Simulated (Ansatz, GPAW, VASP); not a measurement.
Ru: programs and potentials compared

```
Ru
1.0
     2.70580    0.00000    0.00000
    -1.35290    2.34329    0.00000
     0.00000    0.00000    4.28190
Ru
2
Cartesian
  1.3529 0.7811 3.2114
  0.0000 1.5622 1.0705
```

Alike in all runs: task band structure; functional revPBE; k mesh 11 × 11 × 6; occupations fermi-dirac, width 0.05 eV; no spin polarisation; no spin-orbit coupling. Pressure is positive in compression and, in plane waves, holds the error of the finite cutoff, which Ansatz's Pulay term estimates and takes out.

| program and potentials | plane-wave cutoff (eV) | notes | pressure (GPa) |
| --- | --- | --- | --- |
| Ansatz, Ansatz PAW | 420 | potentials made for PBE, which Ansatz adapts in part; 16 valence electrons an atom on average; Pulay term of +0.09 GPa included | 7.77 |
| Ansatz, all-electron LAPW, scalar-relativistic | - | - | 7.66 |
| GPAW, the program's PAW data sets (release 1.2.1) made for this functional | 600 | 16 valence electrons an atom on average | 7.26 |
| VASP, PBE PAW files Ru_pv, 520 eV | 520 | potentials made for PBE; 14 valence electrons an atom on average | ? |

**Question.** Estimate from the other rows what the run with VASP, PBE PAW files Ru_pv, 520 eV gave.

**Answer.** Pressure 7.71 GPa. The other rows, which needn't bracket it: pressure 7.26 to 7.77.
